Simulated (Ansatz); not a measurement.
# GaN: the cost of one run

Program: Ansatz 0.2.0. Level of theory: DFT PBEsol, scalar-relativistic, plane waves, PAW. These are calculated values, not measurements.

1 further run of the same task is left out (it didn't finish).

## Step 1: The starting structure

It takes space group F-43m (No. 216, cubic). The conventional cell has a = 4.498 Å, b = 4.498 Å, c = 4.498 Å, α = 90.00°, β = 90.00°, γ = 90.00°. Ga (site symmetry -43m) is surrounded by 4 N at 1.95 Å. N (site symmetry -43m) is surrounded by 4 Ga at 1.95 Å.

Coordinates:

```cif
data_structure
_symmetry_space_group_name_H-M 'P 1'
_symmetry_Int_Tables_number 1
_cell_length_a 3.1807
_cell_length_b 3.1807
_cell_length_c 3.1807
_cell_angle_alpha 60.000
_cell_angle_beta 60.000
_cell_angle_gamma 60.000
_cell_volume 22.75
loop_
_atom_site_label
_atom_site_type_symbol
_atom_site_fract_x
_atom_site_fract_y
_atom_site_fract_z
_atom_site_occupancy
Ga1 Ga 0.00000 0.00000 0.00000 1
N1 N 0.75000 0.75000 0.75000 1
```

It goes back to an entry of the Materials Project.

It is the result of an earlier relaxation at this level (volume 11.38 Å³/atom; gap on the mesh: 1.71 eV).

## Step 2: The scan

The energy is mapped over a normal mode and a strain (zone-centre modes of the cell shown, which folds in the wave vector (0, 1/2, 1/2) of the primitive cell).

First coordinate, amplitude of mode 11 (598 cm⁻¹), largest displacement in the unstrained cell: 7 values from −0.087 Å. Second coordinate, equal normal strain along x and y: 7 values from −4.00 %.

Nothing else is relaxed (the pattern is fixed in fractional coordinates). Energies count from the relaxed high-symmetry cell. Points are written as (first, second).

The modes come from a phonon run on the reference cell, made beforehand.

Displacement patterns for an amplitude of 1 (Å):

```
atom     x1      y1      z1
 Ga1  0.000   0.000  -0.121
 Ga2  0.000   0.000   0.121
  N3  0.000   1.000   0.000
  N4  0.000  -1.000   0.000
```

## Step 3: Grid point (−0.058 Å, −4.00 %)

Input file input.yaml:

```yaml
crystal:
  lattice:
    - [0.0, -2.2490913701, -2.1591277153]
    - [0.0, 2.2490913701, -2.1591277153]
    - [4.3182554305, 0.0, 0.0]
  atoms:
    - { symbol: Ga, position: [0.498437264, 0.498437264, 0.5] }
    - { symbol: Ga, position: [0.001562736, 0.001562736, 0.0] }
    - { symbol: "N", position: [0.012894096, 0.487105904, 0.25] }
    - { symbol: "N", position: [0.487105904, 0.012894096, 0.75] }
basis:
  ecutwfc: 520.0
kpoints:
  mp_grid: { grid: [8, 8, 6] }
hamiltonian:
  xc: pbesol
  pseudopotentials: { kind: paw, azcp: { folder: soft_1 } }
scf:
  occupations: { method: gaussian, width: 0.05 }
output:
  forces: true
  stress: true
  eigenvalues: true
```

Launch:

```sh
$ ansatz run input.yaml --threads 1 --pin off --max-ram 2048MiB --backend cpu --events-out ev --progress --plain --runs-dir out
```

Q: Estimate wall time and peak memory on 1 thread of Arm Neoverse N1, shared host.

About 17 s, with a peak of 0.37 GiB.
